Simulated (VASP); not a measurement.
A calculation with VASP 6.6.1 of Ca (ASE script, Cartesian positions):

run.py

```python
from ase.calculators.vasp import Vasp
from ase.dft.bandgap import bandgap
from ase.io import read

atoms = read('Ca.xyz')
calc = Vasp(
    directory='calc',
    xc='pbe',
    pp='PBE',
    setups='recommended',
    prec='Accurate',
    encut=520,
    ediff=1e-07,
    ismear=0,
    sigma=0.05,
    lreal=False,
    lasph=True,
    nelm=60,
    algo='Normal',
    isif=2,
    lwave=False,
    lcharg=False,
    kpts=[9, 9, 9],
    gamma=True,
    nbands=11,
)
atoms.calc = calc

print('energy (eV):', atoms.get_potential_energy())
print('free energy (eV):', atoms.get_potential_energy(force_consistent=True))
print('forces (eV/A):')
print(atoms.get_forces())
print('stress (eV/A^3, Voigt):', atoms.get_stress())
print('Fermi level (eV):', calc.get_fermi_level())
gap, top, bottom = bandgap(calc)
print('band gap (eV):', gap, 'from (spin, k, band)', top, 'to', bottom)
```

The input Ca.xyz:

```xyz
1
Lattice="-2.2052049036 2.2052049036 2.1961148100 2.2052049036 -2.2052049036 2.1961148100 2.2052049036 2.2052049036 -2.1961148100" Properties=species:S:1:pos:R:3 pbc="T T T"
Ca     0.0000000000      0.0000000000      2.1961148100
```

Potentials or basis: VASP PAW PBE potentials, release 64 (Ca_sv).

Run with:

```sh
$ python run.py
```

This isn't the form of Ca at room conditions, which is fcc.

Write the same calculation in another form: native input, structure from a POSCAR.

As run:

Contents of INCAR:

```
PREC = Accurate
ENCUT = 520
EDIFF = 1E-6
ISMEAR = 0
SIGMA = 0.05
LREAL = False
LASPH = True
NELM = 100
ALGO = Normal
ISIF = 2
LWAVE = False
LCHARG = False
GGA = PE
```

KPOINTS

```
Automatic mesh
0
Gamma
  9 9 9
```

File POSCAR:

```
Ca
3.8143
   -0.578141442362      0.578141442362      0.575758280681
    0.578141442362     -0.578141442362      0.575758280681
    0.578141442362      0.578141442362     -0.575758280681
Ca
1
Direct
    0.5000000000      0.5000000000      0.0000000000
```

Potentials or basis: VASP PAW PBE potentials, release 64 (Ca_sv).

Run with:

```sh
$ cat potpaw_PBE.64/Ca_sv/POTCAR > POTCAR
$ mpirun -np 1 vasp_std > vasp.out
```

Both were run:

|  | ASE script, Cartesian positions | native input, structure from a POSCAR |
| --- | --- | --- |
| Pressure | -0.1 GPa | -0.1 GPa |
| Band gap on the k mesh | none (metal or under the smearing width) | none (metal or under the smearing width) |

Keys that steer only the numerical path or the files written may differ.
